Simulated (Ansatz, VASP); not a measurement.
Pb in VASP and in Ansatz

Contents of INCAR:

```
ALGO = Normal
EDIFF = 1E-8
ENCUT = 520
GGA = PE
ISIF = 2
ISMEAR = -1
LASPH = T
LCHARG = F
LEFG = T
LREAL = F
LWAVE = F
NBANDS = 13
NELM = 100
PREC = Accurate
SIGMA = 0.08
```

The input KPOINTS:

```
k-points
0
Gamma
  11 11 11
```

File POSCAR:

```
Pb
1.0
    3.3093295119      0.0000000000      0.0000000000
    0.0000000000      3.3093295119      0.0000000000
    0.0000000000      0.0000000000      3.3093295119
Pb
1
Direct
    0.0000000000      0.0000000000      0.0000000000
```

Input for Ansatz:

```yaml
crystal:
  lattice:
    - [3.3093295119, 0.0, 0.0]
    - [0.0, 3.3093295119, 0.0]
    - [0.0, 0.0, 3.3093295119]
  atoms:
    - { symbol: Pb, position: [0.0, 0.0, 0.0] }
kpoints:
  mp_grid: { grid: [11, 11, 11] }
scf:
  occupations: { method: fermi_dirac, width: 0.08 }
hamiltonian:
  xc: pbe
  pseudopotentials: { kind: all_electron, datasets: crystal }
output:
  forces: true
  stress: true
  eigenvalues: true
  efg: { contact_densities: true }
```

Change from the starting cell: volume scaled by 1.05, crystal datasets.

Alike in both runs: task electric field gradients; functional PBE; k mesh 11 × 11 × 11; occupations fermi-dirac, width 0.08 eV; no spin polarisation.

```csv
,VASP,Ansatz
version,VASP 6.6.1,Ansatz 0.2.0
potentials or method,"VASP PAW PBE potentials, release 64 (Pb_d)","all-electron PAW with datasets made for the crystal, scalar-relativistic"
plane-wave cutoff (eV),520,see its input
```

|  | VASP | Ansatz | Ansatz less VASP |
| --- | --- | --- | --- |
| pressure (GPa) | -1.6 | -1.5 | +0.05 |
| Vzz of the field gradient on the site that differs most (V/Å²) | 0.0 | 0.0 | 0.00 |

Ansatz ran all-electron here, so the differences hold the error of VASP's frozen core and of both bases. Ansatz warned: «gradients_without_spin_orbit».

Spin-orbit coupling is left out, which matters for the levels of Pb.
